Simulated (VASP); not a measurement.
A run of VASP 6.6.1 is set up as follows.

File INCAR:

```
PREC = Accurate
ENCUT = 520
EDIFF = 1E-7
ISMEAR = 0
SIGMA = 0.02
LREAL = False
LASPH = True
NELM = 80
ALGO = Normal
ISIF = 2
LWAVE = False
LCHARG = False
GGA = PS
ICORELEVEL = 1
```

KPOINTS

```
Automatic mesh
0
Gamma
  12 12 11
```

The input POSCAR:

```
Si
1.0
    2.6205428149      0.0000000000      0.0000000000
   -1.3102714075      2.2694566494      0.0000000000
    0.0000000000      0.0000000000      2.4663543900
Si
1
Direct
    0.0000000000      0.0000000000      0.0000000000
```

Potentials or basis: VASP PAW PBE potentials, release 64 (Si).

Run with:

```bash
$ cat potpaw_PBE.64/Si/POTCAR > POTCAR
$ mpirun -np 1 vasp_std > vasp.out
```

(1) Estimate the pressure.

(2) Predict the band gap on the k mesh.

## Answers

(1) 0.7 GPa.

(2) none (metal or under the smearing width).

Caveat: the PAW data sets were made with another functional, which shifts forces and pressure a little.
